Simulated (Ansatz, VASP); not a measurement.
Ca: VASP beside Ansatz

```xyz
1
Lattice="0.0000 2.7942 2.7942 2.7942 0.0000 2.7942 2.7942 2.7942 0.0000" Properties=species:S:1:pos:R:3 pbc="T T T"
Ca    0.0000    0.0000    0.0000
```

Alike in both runs: task single point; functional r2SCAN; k mesh 6 × 6 × 6; occupations gaussian, width 0.1 eV; no spin polarisation.

|  | VASP | Ansatz |
| --- | --- | --- |
| version | VASP 6.6.1 | Ansatz 0.2.0 |
| potentials or method | VASP PAW PBE potentials, release 64 (Ca_sv) | scalar-relativistic, plane waves, PAW |
| plane-wave cutoff (eV) | 520 | 500 |
| valence electrons in the cell | 10 | 10 |

|  | VASP | Ansatz | Ansatz less VASP |
| --- | --- | --- | --- |
| gap on the k mesh at the Fermi level (eV) | none | none | - |
| pressure (GPa) | -0.3 | -0.3 | -0.05 |

A gap of «none» marks a metal or a gap that the smearing closes.

Caveats: the PAW data sets were made with another functional, which shifts forces and pressure a little (VASP).
